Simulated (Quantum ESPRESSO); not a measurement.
# TiC (Fm-3m) in Quantum ESPRESSO: a series of runs, part 2 of 2

Quantum ESPRESSO 7.5. Earlier steps stand in the parts before.

## Step 3: Single point, PBE, 9.55 Å³/atom

Input file pw.in:

```
&CONTROL
  calculation = 'scf'
  prefix = 'pwscf'
  outdir = './tmp'
  pseudo_dir = './pseudo'
  tprnfor = .true.
  tstress = .true.
  disk_io = 'nowf'
/
&SYSTEM
  ibrav = 0
  nat = 2
  ntyp = 2
  ecutwfc = 84
  nbnd = 14
  occupations = 'smearing'
  smearing = 'fd'
  degauss = 0.00367493
/
&ELECTRONS
  conv_thr = 4d-10
  electron_maxstep = 120
  mixing_beta = 0.5
/
ATOMIC_SPECIES
Ti    47.8670 Ti.upf
C     12.0110 C.upf
CELL_PARAMETERS angstrom
   0.0000000000    2.1215080947    2.1215080947
   2.1215080947    0.0000000000    2.1215080947
   2.1215080947    2.1215080947    0.0000000000
ATOMIC_POSITIONS crystal
Ti     0.0000000000    0.0000000000    0.0000000000
C      0.5000000000    0.5000000000    0.5000000000
K_POINTS automatic
11 11 11 0 0 0
```

Potentials or basis: PseudoDojo 0.4.1 SR PBE standard.

The run is started by

```sh
OMP_NUM_THREADS=1 pw.x -in pw.in > pw.out
```

pw.out:

```text
This program is part of the open-source Quantum ESPRESSO suite
     for quantum simulation of materials; please cite
         "P. Giannozzi et al., J. Phys.:Condens. Matter 21 395502 (2009);
         "P. Giannozzi et al., J. Phys.:Condens. Matter 29 465901 (2017);
         "P. Giannozzi et al., J. Chem. Phys. 152 154105 (2020);
     in publications or presentations arising from this work. More details at

     Message from routine setup:
     using ibrav=0 with symmetry is DISCOURAGED, use correct ibrav instead

     G-vector sticks info
     --------------------
     sticks:   dense  smooth     PW     G-vecs:    dense   smooth      PW
     Sum         745     745    235                13443    13443    2277

     Using Slab Decomposition

     bravais-lattice index     =            0
     lattice parameter (alat)  =       5.6697  a.u.
     unit-cell volume          =     128.8726 (a.u.)^3
     number of atoms/cell      =            2
     number of atomic types    =            2
     number of electrons       =        16.00
     number of Kohn-Sham states=           14
     kinetic-energy cutoff     =      84.0000  Ry
     charge density cutoff     =     336.0000  Ry
     scf convergence threshold =      4.0E-10
     mixing beta               =       0.5000
     number of iterations used =            8  plain     mixing
     Exchange-correlation= PBE
                           (   1   4   3   4   0   0   0)

[... 52 lines left out ...]
        k(    4) = (   0.1928473   0.1928473  -0.1928473), wk =   0.0120210
        k(    5) = (   0.2571297   0.2571297  -0.2571297), wk =   0.0120210
        k(    6) = (   0.3214122   0.3214122  -0.3214122), wk =   0.0120210
[... 48 lines left out ...]
        k(   55) = (  -0.0642824  -0.4499770   0.7071068), wk =   0.0360631
        k(   56) = (   0.0000000  -0.3856946   0.6428243), wk =   0.0360631

     Dense  grid:    13443 G-vectors     FFT dimensions: (  36,  36,  36)

     Initial potential from superposition of free atoms

     starting charge      15.9984, renormalised to      16.0000
     Starting wfcs are   14 randomized atomic wfcs

     Self-consistent Calculation

     iteration #  1     ecut=    84.00 Ry     beta= 0.50
     Davidson diagonalization with overlap
     ethr =  1.00E-02,  avg # of iterations =  4.0

     total energy              =    -130.54877253 Ry
     estimated scf accuracy    <       0.77368002 Ry
[... 64 lines left out ...]
     iteration # 11     ecut=    84.00 Ry     beta= 0.50
     Davidson diagonalization with overlap
     ethr =  2.93E-11,  avg # of iterations =  2.0

     End of self-consistent calculation

          k = 0.0000 0.0000 0.0000 (  1687 PWs)   bands (ev):

   -40.5553 -16.5639 -16.5639 -16.5639   3.1347  16.5455  16.5455  16.5455
    17.5749  17.5749  17.5749  17.6990  17.6990  27.2360
[... 273 lines left out ...]
   -40.4271 -16.9624 -16.9350 -16.7671   6.1414  12.3196  12.5020  13.2109
    18.5288  18.9896  19.7607  21.5962  21.6452  30.0885

     the Fermi energy is    15.8943 ev

!    total energy              =    -130.87687891 Ry
     estimated scf accuracy    <          3.4E-11 Ry
     smearing contrib. (-TS)   =      -0.00017736 Ry
     internal energy E=F+TS    =    -130.87670155 Ry

     The total energy is F=E-TS. E is the sum of the following terms:
     one-electron contribution =     -26.48924523 Ry
     hartree contribution      =      22.02000695 Ry
     xc contribution           =     -21.87044579 Ry
     ewald contribution        =    -104.53701749 Ry

     convergence has been achieved in  11 iterations

     Forces acting on atoms (cartesian axes, Ry/au):

     atom    1 type  1   force =    -0.00000000   -0.00000000    0.00000000
     atom    2 type  2   force =     0.00000000    0.00000000    0.00000000

     Total force =     0.000000     Total SCF correction =     0.000000

     Computing stress (Cartesian axis) and pressure

          total   stress  (Ry/bohr**3)                   (kbar)     P=      180.06
   0.00122405   0.00000000   0.00000000          180.06        0.00        0.00
   0.00000000   0.00122405   0.00000000            0.00      180.06        0.00
   0.00000000   0.00000000   0.00122405            0.00        0.00      180.06

=------------------------------------------------------------------------------=
   JOB DONE.
=------------------------------------------------------------------------------=
```

It took 18 s on 1 thread of Intel Xeon at 2.60GHz (Ice Lake), shared host; peak memory 0.09 GiB.

What came out:

```yaml
Free_energy: -1780.6707 eV
Pressure: 18.0 GPa
Band_gap_on_the_k_mesh: none (metal or under the smearing width)
```

## Step 4: Single point, PBE, 9.75 Å³/atom

Edit pw.in of step 3 so:

```diff
@@ -28,5 +28,5 @@
 CELL_PARAMETERS angstrom
-   0.0000000000    2.1215080947    2.1215080947
-   2.1215080947    0.0000000000    2.1215080947
-   2.1215080947    2.1215080947    0.0000000000
+   0.0000000000    2.1364487848    2.1364487848
+   2.1364487848    0.0000000000    2.1364487848
+   2.1364487848    2.1364487848    0.0000000000
 ATOMIC_POSITIONS crystal
```

The run is started by

```sh
OMP_NUM_THREADS=1 pw.x -in pw.in > pw.out
```

It took 16 s on 1 thread of Intel Xeon at 2.60GHz (Ice Lake), shared host; peak memory 0.09 GiB.

Results (log left out):

| Property | Result |
| --- | --- |
| Free energy | -1780.7081 eV |
| Pressure | 11.5 GPa |
| Band gap on the k mesh | none (metal or under the smearing width) |

## Step 5: Single point, PBE, 9.95 Å³/atom

Edit pw.in of step 4 so:

```diff
@@ -28,5 +28,5 @@
 CELL_PARAMETERS angstrom
-   0.0000000000    2.1364487848    2.1364487848
-   2.1364487848    0.0000000000    2.1364487848
-   2.1364487848    2.1364487848    0.0000000000
+   0.0000000000    2.1511833799    2.1511833799
+   2.1511833799    0.0000000000    2.1511833799
+   2.1511833799    2.1511833799    0.0000000000
 ATOMIC_POSITIONS crystal
```

The run is started by

```sh
OMP_NUM_THREADS=1 pw.x -in pw.in > pw.out
```

Wall time 16 s (1 thread of Intel Xeon at 2.60GHz (Ice Lake), shared host); peak memory 0.09 GiB.

Results (log left out):

| Item | Value |
| --- | --- |
| Free energy | -1780.7299 eV |
| Pressure | 5.6 GPa |
| Band gap on the k mesh | none (metal or under the smearing width) |

## Step 6: Single point, PBE, 10.16 Å³/atom

Edit pw.in of step 5 so:

```diff
@@ -28,5 +28,5 @@
 CELL_PARAMETERS angstrom
-   0.0000000000    2.1511833799    2.1511833799
-   2.1511833799    0.0000000000    2.1511833799
-   2.1511833799    2.1511833799    0.0000000000
+   0.0000000000    2.1657188437    2.1657188437
+   2.1657188437    0.0000000000    2.1657188437
+   2.1657188437    2.1657188437    0.0000000000
 ATOMIC_POSITIONS crystal
```

Potentials or basis: PseudoDojo 0.4.1 SR PBE standard.

The run is started by

```sh
OMP_NUM_THREADS=1 pw.x -in pw.in > pw.out
```

Wall time 16 s (1 thread of Intel Xeon at 2.60GHz (Ice Lake), shared host); peak memory 0.09 GiB.

Results (log left out):

```
Free energy            : -1780.7374 eV
Pressure               : 0.3 GPa
Band gap on the k mesh : none (metal or under the smearing width)
```

## Step 7: Single point, PBE, 10.36 Å³/atom

Edit pw.in of step 6 so:

```diff
@@ -28,5 +28,5 @@
 CELL_PARAMETERS angstrom
-   0.0000000000    2.1657188437    2.1657188437
-   2.1657188437    0.0000000000    2.1657188437
-   2.1657188437    2.1657188437    0.0000000000
+   0.0000000000    2.1800617706    2.1800617706
+   2.1800617706    0.0000000000    2.1800617706
+   2.1800617706    2.1800617706    0.0000000000
 ATOMIC_POSITIONS crystal
```

The run is started by

```sh
OMP_NUM_THREADS=1 pw.x -in pw.in > pw.out
```

It took 18 s on 1 thread of Intel Xeon at 2.60GHz (Ice Lake), shared host; peak memory 0.09 GiB.

The run converged. Its results:

* Free energy: -1780.7322 eV
* Pressure: -4.5 GPa
* Band gap on the k mesh: none (metal or under the smearing width)

## Step 8: Single point, PBE, 10.56 Å³/atom

Edit pw.in of step 7 so:

```diff
@@ -28,5 +28,5 @@
 CELL_PARAMETERS angstrom
-   0.0000000000    2.1800617706    2.1800617706
-   2.1800617706    0.0000000000    2.1800617706
-   2.1800617706    2.1800617706    0.0000000000
+   0.0000000000    2.1942184125    2.1942184125
+   2.1942184125    0.0000000000    2.1942184125
+   2.1942184125    2.1942184125    0.0000000000
 ATOMIC_POSITIONS crystal
```

The run is started by

```sh
OMP_NUM_THREADS=1 pw.x -in pw.in > pw.out
```

Run time: 18 s. Hardware: 1 thread of Intel Xeon at 2.60GHz (Ice Lake), shared host; peak memory 0.09 GiB.

Results (log left out):

- Free energy: -1780.7154 eV
- Pressure: -8.8 GPa
- Band gap on the k mesh: none (metal or under the smearing width)

## Step 9: Single point, PBE, 10.77 Å³/atom

Edit pw.in of step 8 so:

```diff
@@ -28,5 +28,5 @@
 CELL_PARAMETERS angstrom
-   0.0000000000    2.1942184125    2.1942184125
-   2.1942184125    0.0000000000    2.1942184125
-   2.1942184125    2.1942184125    0.0000000000
+   0.0000000000    2.2081947028    2.2081947028
+   2.2081947028    0.0000000000    2.2081947028
+   2.2081947028    2.2081947028    0.0000000000
 ATOMIC_POSITIONS crystal
```

Potentials or basis: PseudoDojo 0.4.1 SR PBE standard.

The run is started by

```sh
OMP_NUM_THREADS=1 pw.x -in pw.in > pw.out
```

It took 18 s on 1 thread of Intel Xeon at 2.60GHz (Ice Lake), shared host; peak memory 0.09 GiB.

Results (log left out):

```yaml
Free_energy: -1780.6881 eV
Pressure: -12.7 GPa
Band_gap_on_the_k_mesh: none (metal or under the smearing width)
```

## Step 10: Equation of state, PBE

This step only gathers the single runs of the series.

What came out:

```yaml
Equilibrium_volume: 10.17 Å³/atom
Bulk_modulus: 251 GPa
Pressure_derivative_of_the_bulk_modulus: 4.0
```

Energy against volume, from the lowest point:
| volume (Å³/atom) | energy (meV/atom) |
| --- | --- |
| 9.548 | 33.39 |
| 9.752 | 14.68 |
| 9.955 | 3.79 |
| 10.158 | 0.00 |
| 10.361 | 2.61 |
| 10.564 | 11.02 |
| 10.767 | 24.68 |
